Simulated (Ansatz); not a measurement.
# HfN (Pm-3m) in Ansatz: a series of runs

One crystal, HfN, is run at these levels: r2SCAN, r2SCAN+U; tasks: projected density of states.

All numbers are computed with Ansatz 0.2.0; they aren't measurements. Logs are shortened: lines on timing, memory, paths and dates and some standing lists are left out, and cuts for length are marked.

**1. The structure**

It takes space group Pm-3m (No. 221, cubic). The conventional cell has a = 2.825 Å, b = 2.825 Å, c = 2.825 Å, α = 90.00°, β = 90.00°, γ = 90.00°. Hf (site symmetry m-3m) has 8 N at 2.45 Å as nearest neighbours. N (site symmetry m-3m) has 8 Hf at 2.45 Å as nearest neighbours.

The cell was built by a generator and needn't be a form met in nature.

**2. Projected density of states, r2SCAN**

Contents of input.yaml:

```yaml
crystal:
  lattice:
    - [2.82503, 0.0, 0.0]
    - [0.0, 2.82503, 0.0]
    - [0.0, 0.0, 2.82503]
  atoms:
    - { symbol: Hf, position: [0.5, 0.5, 0.5] }
    - { symbol: "N", position: [0.0, 0.0, 0.0] }
hamiltonian:
  xc: r2scan
  pseudopotentials: { kind: paw }
kpoints:
  mp_grid: { grid: [9, 9, 9] }
scf:
  occupations: { method: fermi_dirac, width: 0.05 }
  n_extra_bands: 6
output:
  forces: true
  stress: true
  eigenvalues: true
  dos: { projected: true, de: 0.05, nscf_kmesh: { grid: [14, 14, 14] } }
```

Potentials or basis: Ansatz PAW.

Started as:

```bash
$ ansatz run input.yaml --threads 2 --pin off --max-ram 5632MiB --backend cpu --events-out ev --progress --plain --runs-dir out
```

Log:

```text
Warning: RAYON_NUM_THREADS=2 ignored (pool sized by the plan → 2); use --threads N
scf.n_extra_bands = 6 over 16 filled bands (N_el = 31.0): the run solves 22 bands
Engine: ansatz 0.2.0, x86_64-unknown-linux-gnu
Pseudopotentials: kind: paw
Pseudopotential: Hf, paw, valence charge 26, recommended cutoff 500 eV (meta_gga), Hf.paw.azcp
Pseudopotential: N, paw, valence charge 5, recommended cutoff 500 eV (meta_gga), N.paw.azcp
Functional definition: r2SCAN
  parameter k0 = 0.174
  parameter k1 = 0.065
  parameter a1 = 4.9479
  exchange = r2scan_x(k0 = k0, k1 = k1, a1 = a1)
  correlation = r2scan_c
Crystal: 2 atoms, lattice volume = 22.546 Å³
Basis set: ecut = 500 eV, 587 PW (Γ), exchange–correlation on 96×96×96 points (64 copies of the dense FFT grid, shifted against one another)
Bands: 22, of which v1, the nominal top of the filled ones, is band 16 counted from 1 (15 counted from 0)
Symmetry: 48 space group operations
Space group: Pm-3m (ITA 221), of the structure as read, at distance tolerance 2.8e-5 Å
k-points: 35 of 729
Non-local potential: Hf, projectors of the file, l = 0: 3, l = 1: 2, l = 2: 2, l = 3: 3
Non-local potential: N, projectors of the file, l = 0: 2, l = 1: 2, l = 2: 1
PAW form: soft (Blöchl's): semilocal exchange-correlation on the pseudo side does not see the compensation charge
PAW frozen core: Hf, regenerated for the run's functional (the file was generated under x = pbe(κ = 0.804, μ = 0.2195149727645171), c = pbe(β = 0.06672455060314922))
PAW frozen core: N, regenerated for the run's functional (the file was generated under x = pbe(κ = 0.804, μ = 0.2195149727645171), c = pbe(β = 0.06672455060314922))
PAW one-centre angular grid: Hf, 974 points (default); XC on 160 Gauss nodes
PAW one-centre angular grid: N, 302 points (default); XC on 160 Gauss nodes
Initial density: superposition of atomic densities (neutral atoms: chi_scale 0, normalization atom), corrected by the library's trained network
Initial wavefunctions: pseudopotential atomic-orbital guess
Functional: x = r2scan, c = r2scan; τ floored in thin density (d = 2e-4 eV/Å³)
SCF iter   1: F=—  HF=-16119.493042 eV  |F-HF|=—  |Δ(HF+E_count)|=         —  Δρ=1.47e-2  dr2=6.16e-2  dr2_τ=1.20e-1  ethr=1.77e-3  ⟨swp⟩=5.1  Hψ=3256  notcnv=0  defer=3
preconditioner: auto → none  [insulator: Δε(μ)=0.170 eV  Ē_g=21.771 eV  σ=0.050 eV  W_gap=0.68  n_scr=6 (ndim 8)  ℏωp=42.1 eV  f_vac=0.000  D(μ)=1.00/eV (n_scr^D=6)  ε∞_Penn≈4.7]
SCF iter   2: F=—  HF=-16119.578816 eV  |F-HF|=—  |Δ(HF+E_count)|=   8.58e-2  Δρ=9.16e-3  dr2=1.02e-2  dr2_τ=4.30e-3  ethr=1.99e-4  ⟨swp⟩=2.8  Hψ=1678  notcnv=0  defer=48
SCF iter   3: F=—  HF=-16119.578112 eV  |F-HF|=—  |Δ(HF+E_count)|=   7.04e-4  Δρ=3.87e-3  dr2=3.05e-3  dr2_τ=2.83e-4  ethr=3.28e-5  ⟨swp⟩=2.0  Hψ=1260  notcnv=0  defer=48
SCF iter   4: F=—  HF=-16119.578367 eV  |F-HF|=—  |Δ(HF+E_count)|=   2.55e-4  Δρ=2.47e-3  dr2=9.49e-4  dr2_τ=1.80e-4  ethr=9.84e-6  ⟨swp⟩=2.0  Hψ=1235  notcnv=0  defer=48
SCF iter   5: F=—  HF=-16119.578186 eV  |F-HF|=—  |Δ(HF+E_count)|=   1.81e-4  Δρ=8.65e-4  dr2=1.79e-4  dr2_τ=8.17e-6  ethr=3.06e-6  ⟨swp⟩=2.2  Hψ=1113  notcnv=0  defer=48
SCF iter   6: F=—  HF=-16119.578149 eV  |F-HF|=—  |Δ(HF+E_count)|=   3.67e-5  Δρ=7.74e-5  dr2=4.09e-7  dr2_τ=1.64e-7  ethr=5.76e-7  ⟨swp⟩=2.1  Hψ=897  notcnv=0  defer=48
SCF iter   7: F=—  HF=-16119.578154 eV  |F-HF|=—  |Δ(HF+E_count)|=   4.28e-6  Δρ=2.17e-5  dr2=1.05e-7  dr2_τ=7.70e-9  ethr=3.23e-10  ⟨swp⟩=8.9  Hψ=3959  notcnv=0
SCF iter   8: F=-16119.578154 eV  HF=-16119.578154 eV  |F-HF|=2.51e-9  |Δ(HF+E_count)|=   1.27e-9  Δρ=3.32e-6  dr2=2.99e-9  dr2_τ=3.30e-10  ethr=3.23e-10  ⟨swp⟩=4.0  Hψ=2172  notcnv=0
SCF 1 converged in 8 iterations: F = -16119.578154 eV  dr2 = 2.99e-9
NSCF: frozen V_eff on 120 k-points
SCF converged after 8 iterations
Free energy (F): -16119.578154 eV
Harris-Foulkes:  -16119.578154 eV  (|F-HF|=2.51e-9)
Internal energy: -16119.567659 eV  (E = F + TS)
E sigma→0 (E₀):  -16119.572906 eV
Entropy (-TS):   -0.010495 eV (-5.247 meV/atom)
Fermi energy:    23.271918 eV
--- Per-component energies (eV) ---
  E_band       = 175.201834
  E_kinetic    = 557.775381
  E_local      = -4676.106539  (includes V_loc(G=0)·N_el)
  E_nonlocal   = -1203.862403
  E_hartree    = 2227.413122
  E_xc         = -344.503167
  E_vxc        = -379.815509  (∫ρ·V_xc dr)
  E_paw        = -7080.195693  (= ΣΔE_a)
  E_vpaw       = 1403.145134  (= ΣTr[D̂ρ^β])
  E_aug_tail   = 0.000015  (compensation charges beyond the density's cutoff)
  E_vtau       = 19.242184  (kinetic-family band-sum trace: ∫τ·v_τ [+ j·A + Jᵃ·Aᵃ] dr)
  E_ewald      = -5600.380333
  E_core_change = 0.291957  (= ΣΔE_core)
  E_smearing   = -0.010495  (= −TS)
  E_closure    = -0.000000  (closes the sum)
  Σ components = -16119.578154   (vs F -16119.578154, Δ=0.00e0)
--- Forces (eV/Å), atoms counted from 1 ---
  atom   1  Hf     0.00000000    -0.00000000    -0.00000000
  atom   2  N     -0.00000000     0.00000000     0.00000000
  max |Σ_I F_I| component: 2.12e-29 eV/Å
--- Stress (GPa, compression-positive) ---
       -5.272660      -0.000000       0.000000
        0.000000      -5.272660       0.000000
        0.000000      -0.000000      -5.272660
  P = ⅓ Tr σ = -5.2727 GPa (-52.727 kbar)
--- Band table (eV; the first three rows and the last of 35) ---
  k-point 0: bands = ["-40.6503", "-8.1610", "-8.1610", "-8.1610", "6.1497", "11.0445", "11.0445", "11.0445", "11.0804", "11.0804", "11.0804", "11.1027", "20.7868", "20.7868", "22.0381", "22.0381", "22.0381", "27.0606", "29.8043", "29.8043", "29.8043", "42.3855"]
  k-point 1: bands = ["-40.6396", "-8.3334", "-8.1460", "-8.1460", "6.3815", "11.0396", "11.0489", "11.0489", "11.0650", "11.0861", "11.0861", "11.1004", "19.9992", "20.9080", "21.8380", "21.8380", "22.5716", "27.8583", "29.8718", "29.8718", "29.8721", "40.4783"]
  k-point 2: bands = ["-40.6122", "-8.7500", "-8.1077", "-8.1077", "6.9908", "11.0273", "11.0372", "11.0571", "11.0571", "11.0945", "11.1040", "11.1040", "18.2746", "21.2343", "21.3470", "21.3470", "24.3023", "29.3952", "30.0488", "30.0854", "30.0854", "37.8499"]
  k-point 34: bands = ["-40.3893", "-9.0390", "-9.0304", "-9.0304", "9.0967", "11.0467", "11.0480", "11.0480", "11.1127", "11.1127", "11.1165", "11.4062", "16.3646", "16.3646", "16.7351", "30.1727", "30.6601", "30.6601", "31.6137", "31.6137", "33.5979", "35.3057"]
```

It took 1.6 s on 2 threads of AMD EPYC 9R45 (Zen 5), shared host; peak memory 0.42 GiB.

What came out:

- Free energy: -16119.5782 eV
- Pressure: -5.3 GPa
- Band gap on the k mesh: none (metal or under the smearing width)
- Density of states at the Fermi level: 1.08 states/eV per cell

States per cell in windows of 1 eV (zero at the Fermi level; states under -8 eV left out):
```
from (eV)  total  Hf 5d  N 2p  N 2s  Hf 6s  Hf 5p  Hf 4f
     -8.0   0.12   0.03  0.06  0.00   0.02   0.00   0.00
     -7.0   0.65   0.22  0.36  0.01   0.05   0.01   0.00
     -6.0   1.41   0.40  0.85  0.02   0.09   0.02   0.01
     -5.0   0.98   0.24  0.66  0.02   0.02   0.02   0.00
     -4.0   1.04   0.27  0.70  0.02   0.02   0.01   0.00
     -3.0   1.40   0.31  1.01  0.02   0.02   0.01   0.00
     -2.0   0.60   0.21  0.36  0.01   0.00   0.00   0.00
     -1.0   0.85   0.71  0.11  0.00   0.01   0.00   0.00
      0.0   0.57   0.49  0.06  0.00   0.01   0.01   0.00
      1.0   0.34   0.29  0.04  0.00   0.01   0.00   0.00
      2.0   0.33   0.27  0.03  0.00   0.01   0.00   0.00
      3.0   1.45   1.14  0.08  0.13   0.05   0.01   0.00
      4.0   1.57   1.13  0.14  0.16   0.06   0.01   0.00
      5.0   1.28   0.88  0.20  0.09   0.05   0.00   0.00
      6.0   1.88   1.36  0.39  0.03   0.04   0.00   0.00
      7.0   1.41   0.94  0.40  0.01   0.03   0.00   0.00
```

Caveat: the PAW data sets come from PBE, with cores solved anew for the run's functional, which leaves a small shift of forces and pressure; the density of states is complete only up to the lowest level of the last band computed. The run has no spin-orbit coupling, so splittings on Hf are missing.

**3. Projected density of states, r2SCAN+U**

Edit input.yaml of step 2 so:

```diff
@@ -11,2 +11,3 @@
   pseudopotentials: { kind: paw }
+  hubbard: { sites: [{ species: Hf, l: d, u_eff: 1.0 }] }
 kpoints:
@@ -21 +22,5 @@
   dos: { projected: true, de: 0.05, nscf_kmesh: { grid: [14, 14, 14] } }
+  write_density: true
+  write_potential: true
+  elf: true
+  volumetric_format: npy
```

Potentials or basis: Ansatz PAW.

Started as:

```bash
$ ansatz run input.yaml --threads 2 --pin off --max-ram 5632MiB --backend cpu --events-out ev --progress --plain --runs-dir out
```

Wall time 2 s (2 threads of AMD EPYC 9R45 (Zen 5), shared host); peak memory 0.47 GiB.

It converged, with:

| Property | Result |
| --- | --- |
| Free energy | -16118.5796 eV |
| Pressure | -3.7 GPa |
| Band gap on the k mesh | none (metal or under the smearing width) |
| Density of states at the Fermi level | 1.07 states/eV per cell |

Levels at points of the mesh, in eV from the Fermi level:
| k point | band 12 | band 13 | band 14 | band 15 | band 16 | band 17 | band 18 | band 19 | band 20 | band 21 |
| --- | --- | --- | --- | --- | --- | --- | --- | --- | --- | --- |
| (0.00, 0.00, 0.00) | -12.33 | -2.47 | -2.47 | -1.26 | -1.26 | -1.26 | 3.71 | 6.66 | 6.66 | 6.66 |

States per cell in windows of 1 eV (zero at the Fermi level; states under -8 eV left out):
| from (eV) | total | Hf 5d | N 2p | N 2s | Hf 6s | Hf 5p | Hf 4f |
| --- | --- | --- | --- | --- | --- | --- | --- |
| -8.0 | 0.12 | 0.03 | 0.06 | 0.00 | 0.02 | 0.00 | 0.00 |
| -7.0 | 0.62 | 0.20 | 0.34 | 0.01 | 0.05 | 0.01 | 0.00 |
| -6.0 | 1.41 | 0.40 | 0.86 | 0.02 | 0.09 | 0.02 | 0.01 |
| -5.0 | 0.98 | 0.24 | 0.67 | 0.02 | 0.02 | 0.02 | 0.00 |
| -4.0 | 1.04 | 0.27 | 0.70 | 0.02 | 0.02 | 0.01 | 0.00 |
| -3.0 | 1.39 | 0.31 | 1.01 | 0.02 | 0.02 | 0.01 | 0.00 |
| -2.0 | 0.62 | 0.21 | 0.39 | 0.01 | 0.00 | 0.00 | 0.00 |
| -1.0 | 0.85 | 0.71 | 0.11 | 0.00 | 0.01 | 0.00 | 0.00 |
| 0.0 | 0.58 | 0.49 | 0.06 | 0.00 | 0.01 | 0.01 | 0.00 |
| 1.0 | 0.34 | 0.29 | 0.04 | 0.00 | 0.01 | 0.00 | 0.00 |
| 2.0 | 0.32 | 0.26 | 0.03 | 0.00 | 0.01 | 0.00 | 0.00 |
| 3.0 | 1.28 | 1.00 | 0.07 | 0.11 | 0.05 | 0.01 | 0.00 |
| 4.0 | 1.65 | 1.21 | 0.14 | 0.16 | 0.06 | 0.01 | 0.00 |
| 5.0 | 1.27 | 0.87 | 0.19 | 0.10 | 0.06 | 0.01 | 0.00 |
| 6.0 | 1.83 | 1.34 | 0.36 | 0.03 | 0.04 | 0.00 | 0.00 |
| 7.0 | 1.55 | 1.05 | 0.42 | 0.01 | 0.03 | 0.00 | 0.00 |

Eigenvalues of the final occupation matrices:
```tsv
site	spin	trace	eigenvalues
site 1	1	1.41	0.23 0.23 0.23 0.35 0.35
```

Caveat: U without spin polarisation on a metal has little footing; the PAW data sets come from PBE, with cores solved anew for the run's functional, which leaves a small shift of forces and pressure; the density of states is complete only up to the lowest level of the last band computed. The run has no spin-orbit coupling, so splittings on Hf are missing.

**4. Projected density of states, r2SCAN+U**

Edit input.yaml of step 3 so:

```diff
@@ -11,3 +11,3 @@
   pseudopotentials: { kind: paw }
-  hubbard: { sites: [{ species: Hf, l: d, u_eff: 1.0 }] }
+  hubbard: { sites: [{ species: Hf, l: d, u_eff: 2.0 }] }
 kpoints:
```

Started as:

```bash
$ ansatz run input.yaml --threads 2 --pin off --max-ram 5632MiB --backend cpu --events-out ev --progress --plain --runs-dir out
```

Run time: 2.1 s. Hardware: 2 threads of AMD EPYC 9R45 (Zen 5), shared host; peak memory 0.48 GiB.

It converged, with:

| Item | Value |
| --- | --- |
| Free energy | -16117.5883 eV |
| Pressure | -2.1 GPa |
| Band gap on the k mesh | none (metal or under the smearing width) |
| Density of states at the Fermi level | 1.07 states/eV per cell |

Levels at points of the mesh, in eV from the Fermi level:
```tsv
k point	band 14	band 15	band 16	band 17	band 18	band 19
(0.00, 0.00, 0.00)	-2.46	-1.28	-1.28	-1.28	3.63	6.79
```

States per cell in windows of 0.5 eV (zero at the Fermi level; states under -8 eV left out):
| from (eV) | total | Hf 5d | N 2p | Hf 6s | N 2s | Hf 5p | Hf 4f |
| --- | --- | --- | --- | --- | --- | --- | --- |
| -8.0 | 0.04 | 0.01 | 0.02 | 0.01 | 0.00 | 0.00 | 0.00 |
| -7.5 | 0.10 | 0.03 | 0.05 | 0.01 | 0.00 | 0.00 | 0.00 |
| -7.0 | 0.21 | 0.07 | 0.11 | 0.02 | 0.00 | 0.00 | 0.00 |
| -6.5 | 0.43 | 0.14 | 0.24 | 0.03 | 0.01 | 0.01 | 0.00 |
| -6.0 | 0.82 | 0.24 | 0.49 | 0.06 | 0.01 | 0.01 | 0.00 |
| -5.5 | 0.59 | 0.16 | 0.37 | 0.03 | 0.01 | 0.01 | 0.00 |
| -5.0 | 0.45 | 0.12 | 0.30 | 0.01 | 0.01 | 0.01 | 0.00 |
| -4.5 | 0.55 | 0.12 | 0.39 | 0.00 | 0.01 | 0.01 | 0.00 |
| -4.0 | 0.53 | 0.13 | 0.36 | 0.01 | 0.01 | 0.01 | 0.00 |
| -3.5 | 0.50 | 0.14 | 0.33 | 0.01 | 0.01 | 0.01 | 0.00 |
| -3.0 | 0.52 | 0.14 | 0.34 | 0.01 | 0.01 | 0.00 | 0.00 |
| -2.5 | 0.88 | 0.16 | 0.68 | 0.01 | 0.01 | 0.01 | 0.00 |
| -2.0 | 0.33 | 0.06 | 0.26 | 0.00 | 0.00 | 0.00 | 0.00 |
| -1.5 | 0.27 | 0.15 | 0.11 | 0.00 | 0.00 | 0.00 | 0.00 |
| -1.0 | 0.34 | 0.27 | 0.06 | 0.00 | 0.00 | 0.00 | 0.00 |
| -0.5 | 0.52 | 0.45 | 0.06 | 0.01 | 0.00 | 0.00 | 0.00 |
| 0.0 | 0.34 | 0.29 | 0.04 | 0.00 | 0.00 | 0.00 | 0.00 |
| 0.5 | 0.22 | 0.19 | 0.02 | 0.00 | 0.00 | 0.00 | 0.00 |
| 1.0 | 0.19 | 0.16 | 0.02 | 0.01 | 0.00 | 0.00 | 0.00 |
| 1.5 | 0.15 | 0.12 | 0.02 | 0.01 | 0.00 | 0.00 | 0.00 |
| 2.0 | 0.15 | 0.12 | 0.02 | 0.01 | 0.00 | 0.00 | 0.00 |
| 2.5 | 0.17 | 0.14 | 0.02 | 0.01 | 0.00 | 0.00 | 0.00 |
| 3.0 | 0.34 | 0.27 | 0.02 | 0.02 | 0.02 | 0.00 | 0.00 |
| 3.5 | 0.85 | 0.65 | 0.05 | 0.03 | 0.09 | 0.00 | 0.00 |
| 4.0 | 0.95 | 0.74 | 0.07 | 0.03 | 0.07 | 0.00 | 0.00 |
| 4.5 | 0.75 | 0.52 | 0.07 | 0.04 | 0.09 | 0.00 | 0.00 |
| 5.0 | 0.71 | 0.48 | 0.09 | 0.04 | 0.08 | 0.00 | 0.00 |
| 5.5 | 0.54 | 0.38 | 0.09 | 0.02 | 0.02 | 0.00 | 0.00 |
| 6.0 | 0.79 | 0.59 | 0.14 | 0.02 | 0.02 | 0.00 | 0.00 |
| 6.5 | 1.01 | 0.74 | 0.21 | 0.03 | 0.01 | 0.00 | 0.00 |
| 7.0 | 1.07 | 0.74 | 0.27 | 0.02 | 0.01 | 0.00 | 0.00 |
| 7.5 | 0.55 | 0.37 | 0.15 | 0.01 | 0.00 | 0.00 | 0.00 |

Eigenvalues of the final occupation matrices:
```tsv
site	spin	trace	eigenvalues
site 1	1	1.40	0.23 0.23 0.23 0.35 0.35
```

Caveat: U without spin polarisation on a metal has little footing; the PAW data sets come from PBE, with cores solved anew for the run's functional, which leaves a small shift of forces and pressure; the density of states is complete only up to the lowest level of the last band computed. The run has no spin-orbit coupling, so splittings on Hf are missing.

(Continued in part 2 of 2.)
